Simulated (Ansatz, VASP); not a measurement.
Two plane-wave programs on CdTe

INCAR

```
SYSTEM = CdTe
PREC = Accurate ; ENCUT = 600
EDIFF = 1E-6 ; ISMEAR = 0
SIGMA = 0.02 ; LREAL = .False.
LASPH = .True. ; NELM = 80
ALGO = Normal ; ISIF = 3
LWAVE = .False. ; LCHARG = .False.
GGA = PE ; IBRION = 2
NSW = 100 ; EDIFFG = -0.005
```

Contents of KPOINTS:

```
Automatic mesh
0
Gamma
  8 8 8
  0 0 0
```

File POSCAR:

```
CdTe
1.0
    0.0000000000      3.2050000000      3.2050000000
    3.2050000000      0.0000000000      3.2050000000
    3.2050000000      3.2050000000      0.0000000000
Cd Te
1 1
Direct
    0.0000000000      0.0000000000      0.0000000000
    0.7500000000      0.7500000000      0.7500000000
```

Input for Ansatz:

```yaml
crystal:
  lattice:
    - [0.0, 3.205, 3.205]
    - [3.205, 0.0, 3.205]
    - [3.205, 3.205, 0.0]
  atoms:
    - { symbol: Cd, position: [0.0, 0.0, 0.0] }
    - { symbol: Te, position: [0.75, 0.75, 0.75] }
basis:
  ecutwfc: 420
kpoints:
  mp_grid: { grid: [8, 8, 8] }
hamiltonian:
  xc: pbe
scf:
  occupations: { method: gaussian, width: 0.02 }
output:
  forces: true
  stress: true
  eigenvalues: true
relax:
  adjacent_minimum: "off"
  f_tol: 0.005
  max_steps: 80
  cell: { stress_tol: 0.05 }
```

Alike in both runs: task relaxation of cell and atoms; functional PBE; k mesh 8 × 8 × 8; occupations gaussian, width 0.02 eV; no spin polarisation.

|  | VASP | Ansatz |
| --- | --- | --- |
| version | VASP 6.6.1 | Ansatz 0.2.0 |
| potentials or method | VASP PAW PBE potentials, release 64 (Cd, Te) | scalar-relativistic, plane waves, PAW |
| plane-wave cutoff (eV) | 600 | 420 |
| valence electrons in the cell | 18 | 36 |

|  | VASP | Ansatz | Ansatz less VASP |
| --- | --- | --- | --- |
| gap on the k mesh at the Fermi level, each at its own relaxed structure (eV) | 0.58 | 0.59 | +0.009 |
| relaxed volume (Å³/atom) | 36.30 | 36.22 | -0.081 |
| relaxed cell length with the largest relative difference (Å) | 4.683 | 4.679 | -0.0035 |
| energy change over the relaxation (meV/atom) | -42 | -40 | +2.0 |

The two sets of potentials don't hold the same shells in valence.

Caveats: spin-orbit coupling is left out, which moves the levels of the heavy elements; the volume moved by +10 % from the deposited cell, more than functionals usually miss. Expect the measured gap to be larger: semilocal functionals such as PBE lack the derivative discontinuity. PBE usually gives volumes a little too large and moduli too small.
